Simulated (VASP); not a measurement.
# Rh (Im-3m) in VASP: notebook

Runs on Rh. Level: PBEsol. Tasks: single point.

Everything below comes from runs of VASP 6.6.1. Logs are shortened: lines on timing, memory, paths and dates and some standing lists are left out, and cuts for length are marked.

### Step 1. The crystal as given

It takes space group Im-3m (No. 229, cubic). Conventional cell: a = 3.028 Å, b = 3.028 Å, c = 3.028 Å, α = 90.00°, β = 90.00°, γ = 90.00°. Rh (site symmetry m-3m) has 8 Rh at 2.62 Å as nearest neighbours.

This isn't the form of Rh at room conditions, which is fcc.

### Step 2. Single point, PBEsol

INCAR reads:

```
  PREC = Accurate
  ENCUT = 700
  EDIFF = 1E-6
  ISMEAR = 0
  SIGMA = 0.1
  LREAL = F
  LASPH = T
  NELM = 80
  ALGO = Normal
  ISIF = 2
  LWAVE = F
  LCHARG = F
  GGA = PS
```

KPOINTS reads:

```
regular mesh
0
Gamma
  20 20 20
```

POSCAR reads:

```
Rh
1.0
   -1.5138500000      1.5138500000      1.5138500000
    1.5138500000     -1.5138500000      1.5138500000
    1.5138500000      1.5138500000     -1.5138500000
Rh
1
Direct
    0.0000000000      0.0000000000      0.0000000000
```

Potentials or basis: VASP PAW PBE potentials, release 64 (Rh_pv).

Launch:

```
cat potpaw_PBE.64/Rh_pv/POTCAR > POTCAR
mpirun -np 1 vasp_std > vasp.out
```

OUTCAR:

```text
PREC = Accurate
   ENCUT = 700
   EDIFF = 1E-6
   ISMEAR = 0
   LREAL = F
   LASPH = T
   NELM = 80
   ISIF = 2
   GGA = PS

 ion  position               nearest neighbor table
   1  0.000  0.000  0.000-

  LATTYP: Found a body centered cubic cell.
 ALAT       =     3.0277000000

  Lattice vectors:

 A1 = (  -1.5138500000,   1.5138500000,   1.5138500000)
 A2 = (   1.5138500000,  -1.5138500000,   1.5138500000)
 A3 = (   1.5138500000,   1.5138500000,  -1.5138500000)

Analysis of symmetry for initial positions (statically):
=====================================================================
 Subroutine PRICEL returns:
 Original cell was already a primitive cell.

 Routine SETGRP: Setting up the symmetry group for a
 body centered cubic supercell.

 Subroutine GETGRP returns: Found 48 space group operations
 (whereof 48 operations were pure point group operations)
 out of a pool of 48 trial point group operations.

The static configuration has the point symmetry O_h .

Analysis of symmetry for dynamics (positions and initial velocities):
=====================================================================
 Subroutine PRICEL returns:
 Original cell was already a primitive cell.

 Routine SETGRP: Setting up the symmetry group for a
 body centered cubic supercell.

 Subroutine GETGRP returns: Found 48 space group operations
 (whereof 48 operations were pure point group operations)
 out of a pool of 48 trial point group operations.

The dynamic configuration has the point symmetry O_h .

 Subroutine INISYM returns: Found 48 space group operations
 (whereof 48 operations are pure point group operations),
 and found     1 'primitive' translations

----------------------------------------------------------------------------------------

                                     Primitive cell

  volume of cell :      13.8774

  direct lattice vectors                    reciprocal lattice vectors
    -1.513850000  1.513850000  1.513850000     0.000000000  0.330283714  0.330283714
     1.513850000 -1.513850000  1.513850000     0.330283714  0.000000000  0.330283714
     1.513850000  1.513850000 -1.513850000     0.330283714  0.330283714  0.000000000

  length of vectors
     2.622065115  2.622065115  2.622065115     0.467091707  0.467091707  0.467091707

  position of ions in fractional coordinates (direct lattice)
     0.000000000  0.000000000  0.000000000

  ion indices of the primitive-cell ions
   primitive index   ion index
                 1           1

----------------------------------------------------------------------------------------

 KPOINTS: regular mesh

Automatic generation of k-mesh.
 Grid dimensions read from file:
 generate k-points for:   20   20   20

 Generating k-lattice:

  Cartesian coordinates                     Fractional coordinates (reciprocal lattice)
     0.000000000  0.016514186  0.016514186     0.050000000  0.000000000  0.000000000
     0.016514186  0.000000000  0.016514186     0.000000000  0.050000000  0.000000000
     0.016514186  0.016514186  0.000000000     0.000000000  0.000000000  0.050000000

  Length of vectors
     0.023354585  0.023354585  0.023354585

  Shift w.r.t. Gamma in fractional coordinates (k-lattice)
     0.000000000  0.000000000  0.000000000

 Subroutine IBZKPT returns following result:
 ===========================================

 Found    256 irreducible k-points:

 Following reciprocal coordinates:
            Coordinates               Weight
  0.000000  0.000000  0.000000      1.000000
  0.050000  0.000000  0.000000     12.000000
  0.100000  0.000000  0.000000     12.000000
  0.150000  0.000000  0.000000     12.000000
  0.200000  0.000000  0.000000     12.000000
  0.250000  0.000000  0.000000     12.000000
[... 16 lines left out ...]
  0.200000  0.100000  0.000000     48.000000
  0.250000  0.100000  0.000000     48.000000
 [... further k-points ...]
   k-points           NKPTS =    256   k-points in BZ     NKDIM =    256   number of bands    NBANDS=     11
   number of dos      NEDOS =    301   number of ions     NIONS =      1
   total plane-waves  NPLWV =  13824
   dimension x,y,z NGX =    24 NGY =   24 NGZ =   24
   dimension x,y,z NGXF=    48 NGYF=   48 NGZF=   48
   ions per type =               1
   NGX,Y,Z   is equivalent  to a cutoff of  15.22, 15.22, 15.22 a.u.
   NGXF,Y,Z  is equivalent  to a cutoff of  30.43, 30.43, 30.43 a.u.
 SYSTEM =  unknown system
   PREC   = accura    normal or accurate (medium, high low for compatibility)
   ISTART =      0    job   : 0-new  1-cont  2-samecut
   ICHARG =      2    charge: 1-file 2-atom 10-const
   ISPIN  =      1    spin polarized calculation?
   LNONCOLLINEAR =      F non collinear calculations
   LSORBIT =      F    spin-orbit coupling
   LASPH  =      T    aspherical Exc in radial PAW
   ENCUT  =  700.0 eV  51.45 Ry    7.17 a.u.   5.66  5.66  5.66*2*pi/ulx,y,z
   NELM   =     80;   NELMIN=  2; NELMDL= -5     # of ELM steps
   EDIFF  = 0.1E-05   stopping-criterion for ELM
   LREAL  =      F    real-space projection
   EDIFFG = 0.1E-04   stopping-criterion for IOM
   NSW    =      0    number of steps for IOM
   IBRION =     -1    ionic relax: 0-MD 1-quasi-New 2-CG
   NFREE  =      0    steps in history (QN), initial steepest desc. (CG)
   ISIF   =      2    stress and relaxation
   ISYM   =      2    0-nonsym 1-usesym 2-fastsym
   POTIM  = 0.5000    time-step for ionic-motion
   TEBEG  =    0.0;   TEEND  =   0.0 temperature during run
   PSTRESS=    0.0 pullay stress
   NELECT =      15.0000    total number of electrons
   NUPDOWN=      -1.0000    fix difference up-down
   EMIN   =  10.00;   EMAX   =-10.00  energy-range for DOS
   EFERMI =   0.00;   METHOD = LEGACY
   ISMEAR =     0;   SIGMA  =   0.10  broadening in eV -4-tet -1-fermi 0-gaus
   EFERMI_NEDOS =   21; number of points for ismear=-14 and -15
   IALGO  =     38    algorithm
   IMIX   =      4    mixing-type and parameters
     AMIX     =   0.40;   BMIX     =  1.00
     AMIX_MAG =   1.60;   BMIX_MAG =  1.00
  volume/ion in A,a.u.               =      13.88        93.65
  Fermi-wavevector in a.u.,A,eV,Ry     =   1.680102  3.174933 38.405763  2.822744
  Thomas-Fermi vector in A             =   2.763896
   LORBIT       =      0    0 simple, 1 ext, 2 COOP (PROOUT), +10 PAW based schemes
   GGA     = PS    functional components
   LHFCALC =     F    Hartree Fock is set to
   AEXX    =    0.0000 exact exchange contribution
   IVDW    =     0    specifies the selected vdW correction
   LEPSILON=     F    determine dielectric tensor
   LRPA    =     F    only Hartree local field effects (RPA)
 non-spin polarized calculation
 Gauss-broadening in eV      SIGMA  =   0.10
  energy-cutoff  :      700.00
  volume of cell :       13.88
 maximum number of plane-waves:       603
   NGX = 11   NGY = 11   NGZ = 11

 number of electron      14.9999998 magnetization

 Free energy of the ion-electron system (eV)
  ---------------------------------------------------
  ext. energy  EPLUGINS =         0.00000000
  ---------------------------------------------------
  free energy    TOTEN  =        -7.75768573 eV

  energy without entropy =       -7.74454509  energy(sigma->0) =       -7.75111541

 E-fermi :  11.4072     XC(G=0): -14.1405

 val. band max:       11.4004896438   @ k =   0.3500   0.2500   0.0500
 cond. band min:      11.4117207535   @ k =  -0.3000   0.3500   0.0500
 fundamental gap:      0.0112311098
 Fermi energy:        11.4072367107

 k-point     1 :       0.0000    0.0000    0.0000
  band No.  band energies     occupation
      1     -34.5747      2.00000
      2     -34.5747      2.00000
      3     -34.5747      2.00000
      4       3.6056      2.00000
      5       8.4619      2.00000
      6       8.4619      2.00000
      7       8.4619      2.00000
      8      10.9631      2.00000
      9      10.9631      2.00000
     10      29.8413      0.00000
     11      29.8413      0.00000

 k-point     2 :       0.0500    0.0000    0.0000
  band No.  band energies     occupation
      1     -34.5933      2.00000
      2     -34.5808      2.00000
      3     -34.5747      2.00000
      4       3.7120      2.00000
      5       8.4181      2.00000
      6       8.4612      2.00000
      7       8.5471      2.00000
      8      10.9067      2.00000
      9      10.9659      2.00000
     10      29.8879      0.00000
     11      29.8994      0.00000

 k-point     3 :       0.1000    0.0000    0.0000
  band No.  band energies     occupation
      1     -34.6468      2.00000
      2     -34.5985      2.00000
      3     -34.5747      2.00000
      4       4.0207      2.00000
      5       8.2933      2.00000
      6       8.4549      2.00000
      7       8.7991      2.00000
      8      10.7667      2.00000
      9      10.9757      2.00000
     10      29.9712      0.00000
     11      29.9808      0.00000

 k-point     4 :       0.1500    0.0000    0.0000
  band No.  band energies     occupation
      1     -34.7297      2.00000
      2     -34.6259      2.00000
      3     -34.5748      2.00000
      4       4.4946      2.00000
      5       8.1049      2.00000
      6       8.4408      2.00000
      7       9.2070      2.00000
      8      10.6159      2.00000
      9      10.9956      2.00000
     10      29.8217      0.00000
     11      29.9221      0.00000

 k-point     5 :       0.2000    0.0000    0.0000
  band No.  band energies     occupation
      1     -34.8330      2.00000
      2     -34.6604      2.00000
      3     -34.5748      2.00000
      4       5.0496      2.00000
      5       7.8769      2.00000
      6       8.4631      2.00000
      7       9.7515      2.00000
      8      10.5297      2.00000
      9      11.0289      2.00000
     10      29.1051      0.00000
     11      29.5352      0.00000
[... 211 lines left out ...]
 k-point    21 :       0.1000    0.1000    0.0000
  band No.  band energies     occupation
      1     -34.7753      2.00000
      2     -34.6246      2.00000
      3     -34.5922      2.00000
      4       4.7692      2.00000
      5       8.1120      2.00000
      6       8.2331      2.00000
      7       9.5372      2.00000
      8      10.4926      2.00000
      9      11.0662      2.00000
     10      29.6110      0.00000
     11      30.2227      0.00000

 k-point    22 :       0.1500    0.1000    0.0000
  band No.  band energies     occupation
      1     -34.8682      2.00000
      2     -34.6572      2.00000
      3     -34.5973      2.00000
      4       5.3132      2.00000
      5       7.9218      2.00000
      6       8.1560      2.00000
      7      10.1466      2.00000
      8      10.3942      2.00000
      9      11.1453      1.99979
     10      29.0723      0.00000
     11      29.5195      0.00000

 k-point    23 :       0.2000    0.1000    0.0000
  band No.  band energies     occupation
      1     -34.9683      2.00000
      2     -34.6987      2.00000
      3     -34.5994      2.00000
      4       5.7938      2.00000
      5       7.6861      2.00000
      6       8.2566      2.00000
      7      10.3873      2.00000
      8      10.8669      2.00000
      9      11.2540      1.96982
     10      27.8288      0.00000
     11      28.6849      0.00000

 k-point    24 :       0.2500    0.1000    0.0000
  band No.  band energies     occupation
      1     -35.0664      2.00000
      2     -34.7419      2.00000
      3     -34.6005      2.00000
      4       6.0180      2.00000
      5       7.4593      2.00000
      6       8.6743      2.00000
      7      10.4828      2.00000
      8      11.2534      1.97041
      9      11.7952      0.00000
     10      26.1290      0.00000
     11      27.8715      0.00000

 [... further k-points ...]

------------------------ aborting loop because EDIFF is reached ----------------------------------------

  FORCE on cell =-STRESS in cart. coord.  units (eV):
  Direction    XX          YY          ZZ          XY          YZ          ZX
  --------------------------------------------------------------------------------------
  -------------------------------------------------------------------------------------
  Total        0.0175514      0.0175514      0.0175514     -0.0000000     -0.0000000      0.0000000
  in kB        2.0263455      2.0263455      2.0263455     -0.0000000     -0.0000000      0.0000000
  external PRESSURE =       2.0263455 kB  Pullay stress =       0.0000000 kB

 VOLUME and BASIS-vectors are now :
 -----------------------------------------------------------------------------
  energy-cutoff  :      700.00
  volume of cell :       13.88
      direct lattice vectors                 reciprocal lattice vectors
    -1.513850000  1.513850000  1.513850000     0.000000000  0.330283714  0.330283714
     1.513850000 -1.513850000  1.513850000     0.330283714  0.000000000  0.330283714
     1.513850000  1.513850000 -1.513850000     0.330283714  0.330283714  0.000000000

 POSITION                                       TOTAL-FORCE (eV/Angst)
 -----------------------------------------------------------------------------------
      0.00000      0.00000      0.00000         0.000000     -0.000000      0.000000
 -----------------------------------------------------------------------------------
    total drift:                                0.000000      0.000000      0.000000

  FREE ENERGIE OF THE ION-ELECTRON SYSTEM (eV)
  ---------------------------------------------------
  free  energy   TOTEN  =        -7.7576857309 eV

  energy  without entropy=       -7.7445450921  energy(sigma->0) =       -7.75111541
```

It took 13 s on 1 thread of Intel Xeon 6975P-C (Granite Rapids), shared host; peak memory 0.19 GiB.

What came out:

```yaml
Free_energy: -7.7577 eV
Pressure: 0.2 GPa
Band_gap_on_the_k_mesh: none (metal or under the smearing width)
```

Levels at points of the mesh, in eV from the Fermi level:
```csv
k point,band 3,band 4,band 5,band 6,band 7,band 8,band 9,band 10,band 11
"(0.00, 0.00, 0.00)",-45.98,-7.80,-2.95,-2.95,-2.95,-0.44,-0.44,18.43,18.43
"(0.50, 0.00, 0.00)",-45.98,-5.92,-4.49,-0.51,-0.08,1.26,1.64,9.41,14.57
"(0.50, 0.50, 0.50)",-46.51,-5.91,-5.91,1.12,1.12,1.12,9.44,9.44,9.44
```

Caveat: the PAW data sets were made with another functional, which shifts forces and pressure a little.

### Step 3. Single point, PBEsol

Changes to INCAR since step 2:

```diff
@@ -1,3 +1,3 @@
   PREC = Accurate
-  ENCUT = 700
+  ENCUT = 520
   EDIFF = 1E-6
```

KPOINTS reads:

```
regular mesh
0
Gamma
  30 30 30
```

POSCAR is that of step 2.

Potentials or basis: VASP PAW PBE potentials, release 64 (Rh_pv).

Launch:

```
cat potpaw_PBE.64/Rh_pv/POTCAR > POTCAR
mpirun -np 1 vasp_std > vasp.out
```

It took 29 s on 1 thread of Intel Xeon 6975P-C (Granite Rapids), shared host; peak memory 0.22 GiB.

Results (log left out):

- Free energy: -7.7542 eV
- Pressure: 0.2 GPa
- Band gap on the k mesh: none (metal or under the smearing width)

Levels at points of the mesh, in eV from the Fermi level:
```tsv
k point	band 3	band 4	band 5	band 6	band 7	band 8	band 9	band 10	band 11
(0.00, 0.00, 0.00)	-45.98	-7.81	-2.95	-2.95	-2.95	-0.45	-0.45	18.43	18.43
(0.50, 0.00, 0.00)	-45.98	-5.92	-4.49	-0.51	-0.09	1.25	1.64	9.41	14.57
(0.50, 0.50, 0.50)	-46.51	-5.91	-5.91	1.12	1.12	1.12	9.44	9.44	9.44
```

Caveat: the PAW data sets were made with another functional, which shifts forces and pressure a little.

### Step 4. Single point, PBEsol

Changes to INCAR since step 3:

```diff
@@ -4,3 +4,3 @@
   ISMEAR = 0
-  SIGMA = 0.1
+  SIGMA = 0.5
   LREAL = F
```

KPOINTS reads:

```
regular mesh
0
Gamma
  20 20 20
```

POSCAR is that of step 3.

Launch:

```
cat potpaw_PBE.64/Rh_pv/POTCAR > POTCAR
mpirun -np 1 vasp_std > vasp.out
```

It took 11 s on 1 thread of Intel Xeon 6975P-C (Granite Rapids), shared host; peak memory 0.15 GiB.

It converged, with:

| Item | Value |
| --- | --- |
| Free energy | -7.8822 eV |
| Pressure | 2.0 GPa |
| Band gap on the k mesh | none (metal or under the smearing width) |

Levels at points of the mesh, in eV from the Fermi level:
```tsv
k point	band 6	band 7	band 8	band 9	band 10	band 11
(0.00, 0.00, 0.00)	-3.00	-3.00	-0.51	-0.51	18.37	18.37
(0.50, 0.00, 0.00)	-0.57	-0.15	1.19	1.59	9.35	14.51
(0.50, 0.50, 0.50)	1.07	1.07	1.07	9.38	9.38	9.38
```

Caveat: the PAW data sets were made with another functional, which shifts forces and pressure a little.

### Step 5. Overview

```csv
k mesh,cutoff (eV),smearing,gap on the mesh (eV),pressure (GPa)
20 × 20 × 20,700,gaussian 0.1 eV,none,0.2
30 × 30 × 30,520,gaussian 0.1 eV,none,0.2
20 × 20 × 20,520,gaussian 0.5 eV,none,2.0
```

Alike in all rows: task single point; level PBEsol; potentials or basis VASP PAW PBE potentials, release 64 (Rh_pv); no spin polarisation; cell as given.

Every run on the cell as given and a fine mesh finds a metal.

Caveats: the PAW data sets were made with another functional, which shifts forces and pressure a little.

Absolute energies hang on the potentials; compare differences alone.
